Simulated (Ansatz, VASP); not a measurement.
# One calculation of SiC, two programs

```
Si C
1.0
     3.01385    0.00000    0.00000
    -1.50692    2.61007    0.00000
     0.00000    0.00000    4.94715
Si C
2 2
Direct
  0.33333 0.66667 0.99965
  0.66667 0.33333 0.49965
  0.33333 0.66667 0.37535
  0.66667 0.33333 0.87535
```

Change from the starting cell: hydrostatic strain -2.0%.

Alike in both runs: task single point; functional r2SCAN; k mesh 12 × 12 × 6; no spin polarisation.

```csv
,VASP,Ansatz
version,VASP 6.6.1,Ansatz 0.2.0
potentials or method,"VASP PAW PBE potentials, release 64 (Si, C)","plane waves, PAW"
plane-wave cutoff (eV),520,500
occupations,"gaussian, width 0.01 eV",fixed
valence electrons in the cell,16,16
```

|  | VASP | Ansatz | Ansatz less VASP |
| --- | --- | --- | --- |
| gap on the k mesh at the Fermi level (eV) | 2.56 | 2.56 | -0.008 |
| pressure (GPa) | 15.3 | 15.5 | +0.24 |
| largest component of the traceless stress (GPa) | 0.22 | 0.24 | +0.018 |

Caveats: so large a pressure means that the cell lies far from this level's equilibrium, or that cutoff or potentials fall short (VASP); the potentials were made for another functional, which shifts forces and pressure (VASP). A k mesh can miss the band edges.
